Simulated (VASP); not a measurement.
**GaAs in VASP: one cell, several levels of theory, part 1 of 2**

Aim: gap, levels, forces and stress of zincblende GaAs, under -1.5 % strain along z alone at fixed geometry. Runs: PBE, r2SCAN.

Program: VASP 6.6.1. PAW datasets, plane waves. Calculated at 0 K for a non-magnetic cell.

## (1) The system as given

The cell comes from an earlier relaxation with r2SCAN in another program, then strained, with the atoms relaxed again.

It is tetragonal, I-4m2 (No. 119); a = 4.007 Å, c = 5.581 Å in the conventional setting, 22.40 Å³ an atom. Ga has 4 As at 2.44 Å; As has 4 Ga at 2.44 Å.

As a file:

Space group I-4m2 (No. 119). a = 4.007 Å, b = 4.007 Å, c = 5.581 Å, α = 90.00°, β = 90.00°, γ = 90.00°
```tsv
atom	site	symmetry	x	y	z
Ga	2a	-4m2	0.0000	0.0000	0.0000
As	2c	-4m2	0.0000	0.5000	0.2500
```

## (2) PBE at this geometry

File INCAR:

```
ENCUT = 520.000000
SIGMA = 0.020000
EDIFF = 1.00e-07
GGA = PE
PREC = Accurate
IBRION = -1
ISIF = 2
ISMEAR = -1
NBANDS = 16
NELM = 120
NSW = 0
LASPH = .TRUE.
LCHARG = .FALSE.
LWAVE = .FALSE.
LREAL = .FALSE.
```

File KPOINTS:

```
KPOINTS created by Atomic Simulation Environment
0
Gamma
8 8 8
0 0 0
```

File KPOINTS_OPT:

```
special points
6
Reciprocal
0.0000000000 0.0000000000 0.0000000000 1
-0.5000000000 -0.5000000000 0.0000000000 1
-0.3750000000 -0.3750000000 0.2500000000 1
-0.3750000000 0.0000000000 0.3750000000 1
0.0000000000 0.0000000000 0.5000000000 1
-0.5000000000 -0.2500000000 0.2500000000 1
```

File POSCAR:

```
Ga As
 1.0000000000000000
     0.0000000000000000    2.8330850957000000    2.7905888192999999
     2.8330850957000000    0.0000000000000000    2.7905888192999999
     2.8330850957000000    2.8330850957000000    0.0000000000000000
 Ga  As
   1   1
Cartesian
  0.0000000000000000  0.0000000000000000  0.0000000000000000
  1.4165425478500000  1.4165425478500000  1.3952944096500000
```

Potentials: the recommended PBE PAW datasets, 18 valence electrons in the neutral cell.

The run is started by

```bash
> mpirun -np 1 vasp_std
```

Printed to the terminal (iteration lines stand in OSZICAR):

```text
POSCAR found type information on POSCAR GaAs
 POSCAR found :  2 types and       2 ions
 LDA part: xc-table for (Slater+PW92), standard interpolation
 POSCAR, INCAR and KPOINTS ok, starting setup
 FFT: planning ... GRIDC
 FFT: planning ... GRID_SOFT
 FFT: planning ... GRID
 WAVECAR not read
 entering main loop
 Start KPOINTS_OPT (optional k-point list driver)
k-point batch [1-6\6]
```

OSZICAR:

```text
N       E                     dE             d eps       ncg     rms          rms(c)
DAV:   1     0.831204392973E+02    0.83120E+02   -0.90127E+03  1936   0.157E+03
DAV:   2    -0.195798752164E+01   -0.85078E+02   -0.81178E+02  2184   0.306E+02
DAV:   3    -0.829845052209E+01   -0.63405E+01   -0.63225E+01  2248   0.652E+01
DAV:   4    -0.839765389326E+01   -0.99203E-01   -0.99185E-01  2352   0.906E+00
DAV:   5    -0.839911160301E+01   -0.14577E-02   -0.14576E-02  2344   0.964E-01    0.293E+00
DAV:   6    -0.825589856471E+01    0.14321E+00   -0.21158E-01  2872   0.800E+00    0.177E+00
DAV:   7    -0.823549075813E+01    0.20408E-01   -0.65368E-02  2376   0.185E+00    0.562E-01
DAV:   8    -0.823630578538E+01   -0.81503E-03   -0.10357E-02  2264   0.115E+00    0.113E-01
DAV:   9    -0.823670294286E+01   -0.39716E-03   -0.94348E-04  2368   0.359E-01    0.500E-02
DAV:  10    -0.823676887561E+01   -0.65933E-04   -0.73023E-05  2536   0.907E-02    0.272E-02
DAV:  11    -0.823681870104E+01   -0.49825E-04   -0.69779E-05  2096   0.632E-02    0.301E-03
DAV:  12    -0.823681896671E+01   -0.26567E-06   -0.12044E-06  2472   0.154E-02    0.146E-03
DAV:  13    -0.823681926731E+01   -0.30059E-06   -0.53141E-07  2296   0.512E-03    0.693E-04
DAV:  14    -0.823681925465E+01    0.12659E-07   -0.89032E-09  1848   0.988E-04
   1 F= -.82368193E+01 E0= -.82368193E+01  d E =-.437610E-08
       N       E                     dE             ncg
DAV:   1     0.106141445406E+04   -0.37809E+04      200
DAV:   2     0.567598056683E+03   -0.49382E+03      224
DAV:   3     0.529759974791E+03   -0.37838E+02      240
DAV:   4     0.529210928917E+03   -0.54905E+00      256
DAV:   5     0.529204225446E+03   -0.67035E-02      240
DAV:   6     0.529203957578E+03   -0.26787E-03      304
DAV:   7     0.529203957028E+03   -0.55009E-06      232
DAV:   8     0.529203957022E+03   -0.54370E-08      208
```

The lines after F= are the extra pass for the points of KPOINTS_OPT, at fixed density; their E is not a total energy.

OUTCAR, selected sections:

```text
k-points           NKPTS =     59   k-points in BZ     NKDIM =     59   number of bands    NBANDS=     16

   NELECT =      18.0000    total number of electrons

   dimension x,y,z NGX =    30 NGY =   30 NGZ =   30
   dimension x,y,z NGXF=    60 NGYF=   60 NGZF=   60

  energy-cutoff  :      520.00
  volume of cell :       44.80
      direct lattice vectors                 reciprocal lattice vectors
     0.000000000  2.833085096  2.790588819    -0.176486051  0.176486051  0.179173656
     2.833085096  0.000000000  2.790588819     0.176486051 -0.176486051  0.179173656
     2.833085096  2.833085096  0.000000000     0.176486051  0.176486051 -0.179173656

 k-points in reciprocal lattice and weights: KPOINTS created by Atomic Simulation Env
   0.00000000  0.00000000  0.00000000       0.002
   0.12500000  0.00000000  0.00000000       0.016
   0.25000000  0.00000000  0.00000000       0.016
   0.37500000  0.00000000  0.00000000       0.016
   0.50000000  0.00000000  0.00000000       0.008
   0.12500000  0.12500000  0.00000000       0.004
   0.25000000  0.12500000  0.00000000       0.016
   0.37500000  0.12500000  0.00000000       0.016
[... 51 more k-points ...]

 E-fermi :   4.3334

 k-point     1 :       0.0000    0.0000    0.0000
  band No.  band energies     occupation
      1     -10.8127      2.00000
      2     -10.8127      2.00000
      3     -10.8089      2.00000
      4     -10.7315      2.00000
      5     -10.7290      2.00000
      6      -8.7733      2.00000
      7       3.9848      2.00000
      8       3.9848      2.00000
      9       4.0701      2.00000
     10       4.5961      0.00000
     11       7.7177      0.00000
     12       7.7584      0.00000
     13       7.7584      0.00000
     14      11.6266      0.00000
     15      14.0102      0.00000
     16      14.2952      0.00000

 k-point     2 :       0.1250    0.0000    0.0000
  band No.  band energies     occupation
      1     -10.8256      2.00000
      2     -10.8090      2.00000
      3     -10.8064      2.00000
      4     -10.7317      2.00000
      5     -10.7291      2.00000
      6      -8.5884      2.00000
      7       2.0543      2.00000
      8       3.7391      2.00000
      9       3.8089      2.00000
     10       5.6466      0.00000
     11       8.0703      0.00000
     12       8.1060      0.00000
     13       8.2390      0.00000
     14      12.5650      0.00000
     15      13.1912      0.00000
     16      13.3888      0.00000

 k-point     3 :       0.2500    0.0000    0.0000
  band No.  band energies     occupation
      1     -10.8560      2.00000
      2     -10.8010      2.00000
      3     -10.7986      2.00000
      4     -10.7315      2.00000
      5     -10.7283      2.00000
      6      -8.0718      2.00000
      7      -0.1417      2.00000
      8       3.2796      2.00000
      9       3.3737      2.00000
     10       5.4897      0.00000
     11       8.6004      0.00000
     12       8.6301      0.00000
     13      10.0131      0.00000
     14      12.9401      0.00000
     15      13.0186      0.00000
     16      13.1440      0.00000

 k-point     4 :       0.3750    0.0000    0.0000
  band No.  band energies     occupation
      1     -10.8832      2.00000
      2     -10.7947      2.00000
      3     -10.7924      2.00000
      4     -10.7296      2.00000
      5     -10.7258      2.00000
      6      -7.3785      2.00000
      7      -1.9085      2.00000
      8       2.9250      2.00000
      9       3.0396      2.00000
     10       5.1580      0.00000
     11       8.6572      0.00000
     12       8.7499      0.00000
     13      11.6860      0.00000
     14      13.0223      0.00000
     15      14.2083      0.00000
     16      14.2636      0.00000

 k-point     5 :       0.5000    0.0000    0.0000
  band No.  band energies     occupation
      1     -10.8937      2.00000
      2     -10.7926      2.00000
      3     -10.7904      2.00000
      4     -10.7282      2.00000
      5     -10.7242      2.00000
      6      -6.9817      2.00000
      7      -2.6721      2.00000
      8       2.7974      2.00000
      9       2.9197      2.00000
     10       5.0327      0.00000
     11       8.5974      0.00000
     12       8.7069      0.00000
     13      11.7777      0.00000
     14      14.4724      0.00000
     15      15.8471      0.00000
     16      15.9957      0.00000

 k-point     6 :       0.1250    0.1250    0.0000
  band No.  band energies     occupation
      1     -10.8313      2.00000
      2     -10.8055      2.00000
      3     -10.8055      2.00000
      4     -10.7348      2.00000
      5     -10.7269      2.00000
      6      -8.5225      2.00000
      7       2.0744      2.00000
      8       3.3104      2.00000
      9       3.3104      2.00000
     10       6.4089      0.00000
     11       7.0891      0.00000
     12       8.7277      0.00000
     13       8.7277      0.00000
     14      12.1921      0.00000
     15      12.9885      0.00000
     16      14.2688      0.00000

 k-point     7 :       0.2500    0.1250    0.0000
  band No.  band energies     occupation
      1     -10.8565      2.00000
      2     -10.7981      2.00000
      3     -10.7972      2.00000
      4     -10.7375      2.00000
      5     -10.7250      2.00000
      6      -8.1113      2.00000
      7       0.3904      2.00000
      8       2.8066      2.00000
      9       2.8380      2.00000
     10       6.5356      0.00000
     11       7.4355      0.00000
     12       9.4541      0.00000
     13       9.6095      0.00000
     14      11.9874      0.00000
     15      14.1522      0.00000
     16      14.1615      0.00000

 k-point     8 :       0.3750    0.1250    0.0000
  band No.  band energies     occupation
      1     -10.8820      2.00000
      2     -10.7917      2.00000
      3     -10.7901      2.00000
      4     -10.7368      2.00000
      5     -10.7232      2.00000
      6      -7.4584      2.00000
      7      -1.4000      2.00000
      8       2.2695      2.00000
      9       2.5017      2.00000
     10       6.2565      0.00000
     11       8.2023      0.00000
     12       9.5564      0.00000
     13      10.2025      0.00000
     14      13.3836      0.00000
     15      14.2586      0.00000
     16      15.0713      0.00000

 k-point     9 :       0.5000    0.1250    0.0000
  band No.  band energies     occupation
      1     -10.8958      2.00000
      2     -10.7886      2.00000
      3     -10.7876      2.00000
      4     -10.7330      2.00000
      5     -10.7235      2.00000
      6      -6.9021      2.00000
      7      -2.5119      2.00000
      8       1.8506      2.00000
      9       2.4852      2.00000
     10       6.0669      0.00000
     11       8.4021      0.00000
     12       9.2781      0.00000
     13      11.6975      0.00000
     14      13.6394      0.00000
     15      15.4683      0.00000
     16      15.9705      0.00000

 k-point    10 :      -0.3750    0.1250    0.0000
  band No.  band energies     occupation
      1     -10.8919      2.00000
      2     -10.7897      2.00000
      3     -10.7886      2.00000
      4     -10.7299      2.00000
      5     -10.7271      2.00000
      6      -7.0518      2.00000
      7      -2.2450      2.00000
      8       1.7126      2.00000
      9       2.7536      2.00000
     10       6.1059      0.00000
     11       8.5991      0.00000
     12       9.0368      0.00000
     13      11.8440      0.00000
     14      13.7689      0.00000
     15      13.7735      0.00000
     16      15.5726      0.00000

 k-point    11 :      -0.2500    0.1250    0.0000
  band No.  band energies     occupation
      1     -10.8723      2.00000
      2     -10.7963      2.00000
      3     -10.7916      2.00000
      4     -10.7308      2.00000
      5     -10.7294      2.00000
      6      -7.7091      2.00000
      7      -0.8356      2.00000
      8       1.9367      2.00000
      9       3.2255      2.00000
     10       6.3313      0.00000
     11       8.7547      0.00000
     12       8.8062      0.00000
     13      10.1786      0.00000
     14      12.3022      0.00000
     15      13.7981      0.00000
     16      15.1275      0.00000

 k-point    12 :      -0.1250    0.1250    0.0000
  band No.  band energies     occupation
      1     -10.8457      2.00000
      2     -10.8048      2.00000
      3     -10.7981      2.00000
      4     -10.7310      2.00000
      5     -10.7301      2.00000
      6      -8.2959      2.00000
      7       0.8732      2.00000
      8       2.6803      2.00000
      9       3.6849      2.00000
     10       6.3349      0.00000
     11       8.1665      0.00000
     12       8.2327      0.00000
     13       9.3819      0.00000
     14      12.2105      0.00000
     15      13.2087      0.00000
     16      13.7862      0.00000

[... the tables of k-points 13 to 59 left out ...]

  Total        1.0722582      1.0722582      1.3141974      0.0000000      0.0000000      0.0000000
  in kB       38.3499565     38.3499565     47.0030568      0.0000000      0.0000000      0.0000000
  external PRESSURE =      41.2343233 kB  Pullay stress =       0.0000000 kB

 POSITION                                       TOTAL-FORCE (eV/Angst)
 -----------------------------------------------------------------------------------
      0.00000      0.00000      0.00000        -0.000000     -0.000000     -0.000000
      1.41654      1.41654      1.39529         0.000000      0.000000      0.000000
 -----------------------------------------------------------------------------------
    total drift:                                0.000002      0.000002      0.000000

  FREE ENERGIE OF THE ION-ELECTRON SYSTEM (eV)
  ---------------------------------------------------
  free  energy   TOTEN  =        -8.2368192546 eV

  energy  without entropy=       -8.2368192503  energy(sigma->0) =       -8.23681925
```

It took 34 s on 1 MPI rank of Intel Xeon Platinum 8488C, shared host; peak memory 0.22 GiB.

The levels at the points of KPOINTS_OPT are read from vasprun.xml.

Levels at the named points, in eV from the top of band v (v: the last filled band by count, c: the next):

| point | v−1 | v | c | c+1 |
| --- | --- | --- | --- | --- |
| Γ | -0.09 | 0.00 | 0.53 | 3.65 |
| X | -2.83 | -2.83 | 1.33 | 1.50 |
| U | -3.96 | -2.41 | 1.82 | 4.48 |
| K | -3.96 | -2.31 | 1.94 | 4.66 |
| L | -1.27 | -1.15 | 0.96 | 4.53 |
| W | -3.63 | -3.44 | 4.54 | 4.62 |

Gap with PBE: 0.53 eV, direct (Γ). The pressure is 4.12 GPa; the forces vanish within 0.01 eV/Å.

(Continued in part 2 of 2.)
